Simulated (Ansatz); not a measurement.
Method: DFT PBE, scalar-relativistic, plane waves, PAW (Ansatz 0.2.0).

Levels along Γ–M–K–Γ–A–L–H–A | L–M | H–K, in eV from a zero inside the gap, sorted by energy at each point. Points in fractions of the primitive reciprocal vectors: Γ (0.000 0.000 0.000), M (0.500 0.000 0.000), K (0.333 0.333 0.000), A (0.000 0.000 0.500), L (0.500 0.000 0.500), H (0.333 0.333 0.500).
```
point  k (1/Å, with 2π)  band 15  band 16  band 17  band 18  band 19  band 20  band 21
    Γ             0.000    -1.85    -0.89    -0.85    -0.85     0.85     3.21     8.17
    -             0.564    -3.71    -2.76    -1.53    -1.33     3.25     4.91     6.41
    M             1.127    -4.92    -3.49    -2.97    -1.82     4.13     4.52     5.12
    -             1.452    -4.95    -4.25    -3.12    -2.68     4.75     5.51     5.65
    K             1.778    -5.94    -3.72    -3.72    -3.48     4.33     6.68     6.68
    -             2.429    -4.47    -3.19    -1.84    -1.71     3.88     5.82     6.35
    Γ             3.079    -1.85    -0.89    -0.85    -0.85     0.85     3.21     8.17
    -             3.379    -1.71    -1.71    -1.01    -1.01     2.08     3.32     7.78
    A             3.679    -1.37    -1.37    -1.37    -1.37     3.20     3.20     7.46
    -             4.242    -2.86    -2.86    -2.10    -2.10     4.24     4.24     6.61
    L             4.806    -2.72    -2.72    -2.69    -2.69     3.46     3.46     6.72
    -             5.131    -3.94    -3.94    -2.38    -2.38     4.38     4.38     7.04
    H             5.457    -4.89    -4.89    -2.27    -2.27     5.37     5.37     6.39
    -             6.107    -2.89    -2.89    -2.60    -2.60     4.66     4.66     6.62
    A             6.758    -1.37    -1.37    -1.37    -1.37     3.20     3.20     7.46
    L             6.758    -2.72    -2.72    -2.69    -2.69     3.46     3.46     6.72
    -             7.058    -4.04    -3.28    -2.47    -2.10     3.35     4.16     6.52
    M             7.357    -4.92    -3.49    -2.97    -1.82     4.13     4.52     5.12
    H             7.357    -4.89    -4.89    -2.27    -2.27     5.37     5.37     6.39
    -             7.657    -5.66    -3.96    -2.96    -2.96     5.04     6.10     6.10
    K             7.956    -5.94    -3.72    -3.72    -3.48     4.33     6.68     6.68
```

The cell has space group P6_3mc, 4 atoms and 36 electrons in the valence of the PAW potentials, and holds 2 elements, among them N; it is relaxed at this level.

Cutoff 420 eV, k mesh 12×12×6. No spin polarisation.

Question: Which material gives these bands?

Answer: GaN, conventional cell a = 3.218 Å, b = 3.218 Å, c = 5.243 Å, α = 90.00°, β = 90.00°, γ = 120.00°. Other compounds weren't ruled out.

It was relaxed from a cell as deposited in COD.
